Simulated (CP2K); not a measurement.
**BN: equation of state with PBEsol**

**What was measured.**

“Effect of nanostructuration on compressibility of cubic BN”, 2012, arxiv:1208.3664 quotes, for a bulk crystal of BN at 300 K: bulk modulus 395 ± 2 GPa.

Crystal: BN.

```
N B
1.0
     2.56397    0.00000    0.00000
     1.28199    2.22046    0.00000
     1.28199    0.74015    2.09347
N B
1 1
Direct
  0.25000 0.25000 0.25000
  0.00000 0.00000 0.00000
```

The cell is a database's computed one.

```
Program                             : CP2K 2026.2
Task                                : equation of state
Functional                          : PBEsol
Potentials or basis                 : POTENTIAL_UZH N GTH-PBE-q5, B GTH-PBE-q3; TZVP-MOLOPT-PBE-GTH basis
Density cutoff                      : 6123 eV
k mesh                              : 13 × 13 × 13
Occupations                         : fermi-dirac, width 0.05 eV
Spin                                : no spin polarisation
SCF solver                          : diagonalisation with k points
Quickstep method                    : GPW
EPS_DEFAULT                         : 1.0E-10
EPS_SCF                             : 1.0E-6
MAX_SCF                             : 100
SCF_GUESS                           : ATOMIC
k points reduced by the point group : yes
Mesh centred on Gamma               : yes
CHOLESKY                            : OFF
EPS_EIGVAL                          : 1.0E-7
MIXING METHOD                       : BROYDEN_MIXING
MIXING ALPHA                        : 0.4
NBUFFER                             : 8
NGRIDS                              : 4
Basis sets                          : N TZVP-MOLOPT-PBE-GTH-q5, B TZVP-MOLOPT-PBE-GTH-q3
Potentials                          : N GTH-PBE-q5 of POTENTIAL_UZH, B GTH-PBE-q3 of POTENTIAL_UZH
ADDED_MOS                           : [10]
REL_CUTOFF (Ry)                     : 60 Ry
MIXING BETA (1/bohr)                : 1.5 1/bohr
CUTOFF of the grids                 : 450 Ry
```

The equilibrium volume is 5.92 Å³/atom and the bulk modulus is 378 GPa. The pressure derivative of the bulk modulus is 3.6.

Energy against volume, from the lowest point:
```
volume (Å³/atom)  energy (meV/atom)
           5.602              21.39
           5.721               7.85
           5.840               0.91
           5.959               0.00
           6.078               4.57
           6.198              14.13
           6.317              28.25
```

All runs of the series together: 10 min on 1 thread of Arm Neoverse V1, on a shared host.

Against the measured bulk modulus of BN, 395 GPa (300 K; quoted in “Effect of nanostructuration on compressibility of cubic BN”, 2012, arxiv:1208.3664), the calculated 378 GPa is off by -4.4 %. The fit is for a static lattice scaled at fixed shape and fixed fractional positions.

Caveat: the potentials were made for another functional, which shifts forces and pressure; the basis of atomic orbitals isn't converged, which shifts pressures, moduli and gaps.
